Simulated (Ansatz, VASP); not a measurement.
## Two plane-wave programs on GaAs

File POSCAR:

```
GaAs
1.0
    0.0000000000      2.8330850955      2.9180776483
    2.8330850955      0.0000000000      2.9180776483
    2.8330850955      2.8330850955      0.0000000000
Ga As
1 1
Direct
    0.0000000000      0.0000000000      0.0000000000
    0.2500000000      0.2500000000      0.2500000000
```

File INCAR.step1:

```
  ALGO = Normal
  EDIFF = 1E-4
  ENCUT = 520
  GGA = PE
  ISMEAR = 0
  LASPH = True
  LCHARG = False
  LREAL = False
  LWAVE = True
  NBANDS = 16
  NELM = 80
  PREC = Accurate
  SIGMA = 0.01
```

File INCAR.step2:

```
  ALGO = Normal
  EDIFF = 1E-6
  ENCUT = 520
  ISIF = 2
  ISMEAR = 0
  ISTART = 1
  LASPH = True
  LCHARG = False
  LMIXTAU = True
  LREAL = False
  LWAVE = False
  METAGGA = R2SCAN
  NBANDS = 16
  NELM = 80
  PREC = Accurate
  SIGMA = 0.01
```

File KPOINTS:

```
k-points
0
Gamma
  8 8 8
```

Input for Ansatz:

```yaml
crystal:
  lattice:
    - [0.0, 2.8330850955, 2.9180776483]
    - [2.8330850955, 0.0, 2.9180776483]
    - [2.8330850955, 2.8330850955, 0.0]
  atoms:
    - { symbol: Ga, position: [0.0, 0.0, 0.0] }
    - { symbol: As, position: [0.25, 0.25, 0.25] }
kpoints:
  mp_grid: { grid: [8, 8, 8] }
  band_path:
    path:
      - [0.0, 0.0, 0.0]
      - [-0.5, -0.5, 0.0]
      - [-0.375, -0.375, 0.25]
      - [-0.375, 0.0, 0.375]
      - [0.0, 0.0, 0.5]
      - [-0.5, -0.25, 0.25]
    npoints: 1
hamiltonian:
  xc: r2scan
scf:
  occupations: { method: fixed }
  n_extra_bands: 4
output:
  forces: true
  stress: true
  eigenvalues: true
```

Change from the starting cell: uniaxial_z strain +3.0%.

Alike in both runs: task single point; functional r2SCAN; k mesh 8 × 8 × 8; no spin polarisation.

```csv
,VASP,Ansatz
version,VASP 6.6.1,Ansatz 0.2.0
potentials or method,"VASP PAW PBE potentials, release 64 (Ga_d, As)","plane waves, PAW"
plane-wave cutoff (eV),520,500
occupations,"gaussian, width 0.01 eV",fixed
valence electrons in the cell,18,28
```

|  | VASP | Ansatz | Ansatz less VASP |
| --- | --- | --- | --- |
| gap on the k mesh at the Fermi level (eV) | 0.64 | 0.66 | +0.019 |
| pressure (GPa) | -1.9 | -2.0 | -0.09 |
| largest component of the traceless stress (GPa) | 1.36 | 1.38 | +0.023 |

The two sets of potentials don't hold the same shells in valence.

Caveats: the PAW data sets were made with another functional, which shifts forces and pressure a little (VASP).
